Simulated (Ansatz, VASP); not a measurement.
# SiC: VASP beside Ansatz, part 3 of 3

One calculation is typed for both programs; each brings its own data sets and cutoff. How far apart do they land? The cell is taken from a series of VASP runs on this material, whose earlier steps may have relaxed, scaled or displaced it; both programs get it as it stands.

VASP 6.6.1 and Ansatz 0.2.0.

So far. Step 2 (VASP: band structure, PBE): The run ends at a pressure of 3.76 GPa, with forces up to 0.0034 eV/Å. Step 5 (VASP: band structure, r2SCAN): The run ends at a pressure of 0.19 GPa, with forces up to 0.0021 eV/Å.

### Step 8. VASP: band structure, LDA (continued)

Level of this step: LDA; plane waves and PAW (Si, C) (VASP).

Numbers of over 12 decimals in the logs are rounded to 6 here.

OUTCAR, selected parts (step 8):

```text
  Total       -0.0357072     -0.0357072     -0.0644343      0.0000000      0.0000000      0.0000000
  in kB       -0.7040888     -0.7040888     -1.2705405      0.0000000      0.0000000      0.0000000
  external PRESSURE =      -0.8929060 kB  Pullay stress =       0.0000000 kB

 POSITION                                       TOTAL-FORCE (eV/Angst)
 -----------------------------------------------------------------------------------
      0.00000      0.00000      1.88244         0.000000      0.000000      0.002060
      0.00000      0.00000      6.89197        -0.000000      0.000000      0.002060
     -0.00000      1.76677      4.38693        -0.000000      0.000000     -0.003330
      1.53007      0.88338      9.39647         0.000000     -0.000000     -0.003330
      0.00000      0.00000      0.00457        -0.000000     -0.000000     -0.000329
      0.00000      0.00000      5.01411         0.000000      0.000000     -0.000329
     -0.00000      1.76677      2.50276        -0.000000     -0.000000      0.001599
      1.53007      0.88338      7.51230         0.000000      0.000000      0.001599
 -----------------------------------------------------------------------------------
    total drift:                               -0.000000     -0.000000     -0.000114

  FREE ENERGIE OF THE ION-ELECTRON SYSTEM (eV)
  ---------------------------------------------------
  free  energy   TOTEN  =       -66.5847694683 eV

  energy  without entropy=      -66.5847694683  energy(sigma->0) =      -66.58476947

[... 1 part as in an earlier step ...]

[... 2 further parts left out ...]
[key lines of the parts left out:]
E-fermi :   8.4692
```

The run ends at a pressure of -0.09 GPa, with forces up to 0.0033 eV/Å.

### Step 9. Ansatz: band structure, LDA

The same cell, functional (in two slightly different forms), mesh and smearing now go to Ansatz, which takes its cutoff from its data sets.

The cell is taken from a series of VASP runs on this material, whose earlier steps may have relaxed, scaled or displaced it; both programs get it as it stands.

File input.yaml:

```yaml
crystal:
  lattice:
    - [3.0601349154, 0.0, 0.0]
    - [-1.5300674577, 2.6501545757, 0.0]
    - [0.0, 0.0, 10.0190757747]
  atoms:
    - { symbol: Si, position: [0.0, 0.0, 0.1878851084] }
    - { symbol: Si, position: [0.0, 0.0, 0.6878851084] }
    - { symbol: Si, position: [0.3333333333, 0.6666666667, 0.4378578359] }
    - { symbol: Si, position: [0.6666666667, 0.3333333333, 0.9378578359] }
    - { symbol: C, position: [0.0, 0.0, 0.0004566014] }
    - { symbol: C, position: [0.0, 0.0, 0.5004566014] }
    - { symbol: C, position: [0.3333333333, 0.6666666667, 0.2497994544] }
    - { symbol: C, position: [0.6666666667, 0.3333333333, 0.7497994544] }
hamiltonian:
  xc: lda
  pseudopotentials: { kind: paw }
kpoints:
  mp_grid: { grid: [8, 8, 2] }
  band_path:
    path:
      - [0.0, 0.0, 0.0]
      - [0.14286, 0.0, 0.0]
      - [0.28571, 0.0, 0.0]
      - [0.5, 0.0, 0.0]
      - [0.47619, 0.04762, 0.0]
      - [0.40476, 0.19048, 0.0]
      - [0.35714, 0.28571, 0.0]
      - [0.28571, 0.28571, 0.0]
      - [0.19048, 0.19048, 0.0]
      - [0.04762, 0.04762, 0.0]
      - [0.0, 0.0, 0.0]
      - [0.0, 0.0, 0.14286]
      - [0.0, 0.0, 0.35714]
      - [0.0, 0.0, 0.5]
      - [0.14286, 0.0, 0.5]
      - [0.28571, 0.0, 0.5]
      - [0.5, 0.0, 0.5]
      - [0.47619, 0.04762, 0.5]
      - [0.40476, 0.19048, 0.5]
      - [0.35714, 0.28571, 0.5]
      - [0.33333, 0.33333, 0.5]
      - [0.19048, 0.19048, 0.5]
      - [0.09524, 0.09524, 0.5]
      - [0.5, 0.0, 0.5]
      - [0.5, 0.0, 0.35714]
      - [0.5, 0.0, 0.14286]
      - [0.5, 0.0, 0.0]
      - [0.33333, 0.33333, 0.14286]
      - [0.33333, 0.33333, 0.28571]
      - [0.33333, 0.33333, 0.5]
    npoints: 1
scf:
  occupations: { method: gaussian, width: 0.03 }
  n_extra_bands: 10
output:
  forces: true
  stress: true
  eigenvalues: true
```

Started as:

```sh
$ ansatz run input.yaml --threads 4 --pin off --max-ram 9216MiB --backend cpu --events-out ev --progress --plain --runs-dir out
```

The program printed:

```text
[...]
Crystal: 8 atoms, lattice volume = 81.253 Å³
Basis set: ecut = 420 eV, 1569 PW (Γ)
Bands: 26, of which v1, the nominal top of the filled ones, is band 16 counted from 1 (15 counted from 0)
Symmetry: 12 space group operations
[...]
k-points: 20 of 128
[...]
k-point 0: bands = [... 12 lower, 8.9578, 9.4920, 9.5450, 9.5450, 14.7429, 15.3148, 15.9528, 16.0597, ... 6 higher]
  k-point 1: bands = [... 12 lower, 9.3373, 9.3373, 9.3373, 9.3373, 14.9480, 14.9480, 16.4335, 16.4335, ... 6 higher]
  k-point 2: bands = [... 12 lower, 8.5928, 8.6165, 9.3072, 9.4168, 14.8060, 15.4702, 15.5813, 16.2940, ... 6 higher]
  k-point 19: bands = [... 12 lower, 6.4748, 6.4748, 7.2960, 7.2960, 12.8496, 12.8496, 15.9101, 15.9101, ... 6 higher]
[key lines of the parts left out:]
SCF converged after 6 iterations
Free energy (F): -3408.810325 eV
Fermi energy:    10.635509 eV
P = ⅓ Tr σ = -0.4098 GPa (-4.098 kbar)
```

Elapsed: 2 s, on 4 threads of Arm Neoverse V1, shared host; peak memory 0.34 GiB.

### Step 10. Differences

What differs besides the data sets and the points named for the pairs above, as far as they apply: the two LDA forms differ slightly; VASP's log shows a relativistic correction to its local exchange, Ansatz's none. Total energies have different zeros and are not compared.

The two programs side by side:

```csv
quantity,Ansatz,VASP,difference
pressure (GPa),-0.41,-0.09,-0.32
pressure without Ansatz's Pulay correction (GPa),-0.81,-0.09,-0.72
gap over the path points (eV),2.181,2.171,+0.011
```

Levels at points of the path, from each program's valence-band top (eV; 4 filled, then empty):

```csv
k (reciprocal lattice),Ansatz,VASP
0.000 0.000 0.000,-0.59 -0.05 0.00 0.00 5.20 5.77 6.41,-0.59 -0.05 0.00 0.00 5.21 5.78 6.41
0.143 0.000 0.000,-1.12 -1.04 -0.30 -0.17 5.05 5.74 5.93,-1.12 -1.05 -0.30 -0.17 5.05 5.74 5.92
0.286 0.000 0.000,-1.86 -1.83 -1.08 -0.68 3.38 3.78 4.80,-1.86 -1.83 -1.08 -0.68 3.37 3.77 4.79
0.500 0.000 0.000,-2.39 -2.24 -1.59 -1.13 2.18 2.31 4.19,-2.39 -2.24 -1.59 -1.13 2.17 2.30 4.18
0.476 0.048 0.000,-2.57 -2.10 -1.62 -1.28 2.30 2.52 4.40,-2.57 -2.10 -1.62 -1.28 2.29 2.51 4.39
0.405 0.190 0.000,-3.27 -2.91 -2.06 -1.82 3.26 4.15 4.54,-3.27 -2.91 -2.06 -1.82 3.25 4.14 4.53
0.357 0.286 0.000,-4.08 -3.07 -2.67 -1.70 3.81 3.92 5.18,-4.08 -3.07 -2.67 -1.70 3.79 3.91 5.17
0.286 0.286 0.000,-3.82 -2.68 -2.67 -1.78 3.63 4.12 4.97,-3.82 -2.68 -2.67 -1.78 3.62 4.11 4.96
0.190 0.190 0.000,-2.57 -2.44 -2.03 -1.25 4.22 4.82 5.02,-2.57 -2.45 -2.03 -1.25 4.22 4.81 5.01
0.048 0.048 0.000,-0.82 -0.36 -0.13 -0.08 5.57 6.05 6.22,-0.82 -0.36 -0.13 -0.08 5.57 6.05 6.22
```

Among the levels compared at these points, filled levels agree within 4 meV and empty ones within 11 meV. Ansatz's pressure holds a Pulay correction of 0.40 GPa; VASP's holds none.

### Step 11. What came out

- difference in gap over the path points (band structure, PBE): 0.0015 eV
- difference in gap over the path points (band structure, r2SCAN): -0.011 eV
- difference in gap over the path points (band structure, LDA): 0.011 eV

What this shows: The difference in gap over the path points is -0.011 eV (band structure, r2SCAN), within the 0.08 eV picked in this series as the mark of a large difference. Such differences can come from data sets, numerical settings and the points named under the comparisons, not from the functional's error against experiment.

[Lines on the potential files, build, host, timing and source positions are cut from VASP's logs without a mark.]

[Logs are printed without paths, hosts, clocks, repeated set-up lines and the standing remarks that a program may print on its own settings, such as how far it seeks lower states.]

[Hosts, paths, dates, database ids (printed as entryN), source tags and the programs' standing remarks are cut or masked in the printed files.]
